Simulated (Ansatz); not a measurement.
**Ti2C: properties at the relaxed cell**

One table from this session's results is given with a row withheld; the runs are named, their logs left out.

Computed with Ansatz 0.2.0 (DFT PBEsol, scalar-relativistic, plane waves, PAW, unless a step's input says otherwise).

1 further run of the same task is left out (set aside as unsound or not needed).

### The starting structure

Symmetry: R-3m, No. 166, trigonal system. Conventional cell: a = 3.053 Å, b = 3.053 Å, c = 14.318 Å, α = 90.00°, β = 90.00°, γ = 120.00°. Around Ti (site symmetry 3m) lie 3 C at 2.10 Å. Around C (site symmetry -3m) lie 6 Ti at 2.10 Å.

Structure file:

```cif
data_structure
_symmetry_space_group_name_H-M 'R-3m:H'
_symmetry_Int_Tables_number 166
_cell_length_a 3.0528
_cell_length_b 3.0528
_cell_length_c 14.3182
_cell_angle_alpha 90.000
_cell_angle_beta 90.000
_cell_angle_gamma 120.000
_cell_volume 115.56
loop_
_atom_site_label
_atom_site_type_symbol
_atom_site_symmetry_multiplicity
_atom_site_Wyckoff_symbol
_atom_site_fract_x
_atom_site_fract_y
_atom_site_fract_z
_atom_site_occupancy
Ti1 Ti 6 c 0.33333 0.66667 0.91248 1
C1 C 3 b 0.66667 0.33333 0.83333 1
```

It goes back to an entry of the Materials Project, which need not be the stable form.

This cell was relaxed beforehand with the same method: volume 12.84 Å³/atom, gap on the mesh none (metal).

The first run:

The input, input.yaml:

```yaml
crystal:
  lattice:
    - [1.510984323, 0.8723672056, 4.7245301192]
    - [-1.510984323, 0.8723672056, 4.7245301192]
    - [0.0, -1.7447344112, 4.7245301192]
  atoms:
    - { symbol: Ti, position: [0.2458180107, 0.2458180107, 0.2458180107] }
    - { symbol: Ti, position: [0.7541819893, 0.7541819893, 0.7541819893] }
    - { symbol: C, position: [0.5, 0.5, 0.5] }
basis:
  ecutwfc: 420
kpoints:
  mp_grid: { grid: [18, 18, 18] }
hamiltonian:
  xc: pbesol
scf:
  occupations: { method: gaussian, width: 0.1 }
output:
  forces: true
  stress: true
  eigenvalues: true
relax:
  adjacent_minimum: "off"
  f_tol: 0.01
  max_steps: 30
  cell: { stress_tol: 0.1, fix: [volume] }
```

The run is started by

```
$ ansatz run input.yaml --threads 1 --pin off --max-ram 2560MiB --backend cpu --events-out ev --progress --plain --runs-dir out
```

Steps of the session up to this table: Volume × 0.97; The cell scaled to 1.03 of its volume; Point at V/V0 = 0.94; The cell scaled to 1.06 of its volume; The cell scaled to 0.91 of its volume; The cell scaled to 1.10 of its volume; Volume × 0.88.

One table of the session follows, with a row left open; its other results are not shown here.

It belongs to the step «Fit of the equation of state». 

```
volume (Å³/atom)  energy above the lowest point (meV/atom)  pressure (GPa)
          11.299                                     104.0           24.45
          11.685                                      54.8           16.71
          12.070                                      22.8           10.16
          12.455                                         ?               ?
          12.840                                       0.0           -0.02
          13.226                                       5.0           -3.94
          13.611                                      18.6           -7.22
          14.124                                      47.6          -10.72
```

**Question.** Estimate the row for volume (Å³/atom) = 12.455.

Worked estimate for «energy above the lowest point (meV/atom)». A straight line through the neighbours (12.070, 22.8) and (12.840, 0.0) gives 22.8 + (0.0 − 22.8) × (12.455 − 12.070) / (12.840 − 12.070) = 11.4; a parabola fitted to 4 rows on both sides gives 5.2.

**Answer.** energy above the lowest point (meV/atom): 5.3; pressure (GPa): 4.63. In «energy above the lowest point (meV/atom)» the line misses by +6.1 and the parabola by -0.1.
